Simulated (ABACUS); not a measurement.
# InP: equation of state with RPBE

The system is InP.

```
In P
1.0
     0.00000    2.93050    2.93050
     2.93050    0.00000    2.93050
     2.93050    2.93050    0.00000
In P
1 1
Direct
  0.00000 0.00000 0.00000
  0.75000 0.75000 0.75000
```

```yaml
Program: ABACUS 3.10.1
Task: equation of state
Functional: RPBE
Potentials_or_basis: PseudoDojo NC SR 0.5 PBE standard
Cutoff: 966 eV
Density_cutoff: 3864 eV
Basis: plane waves
k_mesh: 6 × 6 × 6
Occupations: fermi-dirac, width 0.05 eV
Spin: no spin polarisation
Radial_cutoff_of_the_potentials_pseudo_rcut: 10 bohr
SCF_threshold_on_the_density: 1e-08
Max_SCF_steps: 100
Eigensolver: dav
Mixing: broyden
Mixing_share: 0.7
Symmetry_key: 1
Bands: 13
```

```yaml
Equilibrium_volume: "27.15 Å³/atom (rough: see the caveat)"
Bulk_modulus: 55 GPa (rough)
```

Energy against volume, from the lowest point:
```csv
volume (Å³/atom),energy (meV/atom)
23.657,99.16
24.663,45.75
25.670,14.07
26.677,0.00
```

All runs of the series together: 9.8 s on 4 threads of AMD EPYC 9R45 (Zen 5), with other jobs on the host.

Caveat: the minimum lies outside the volumes run; the potentials were made for another functional, which shifts forces and pressure.
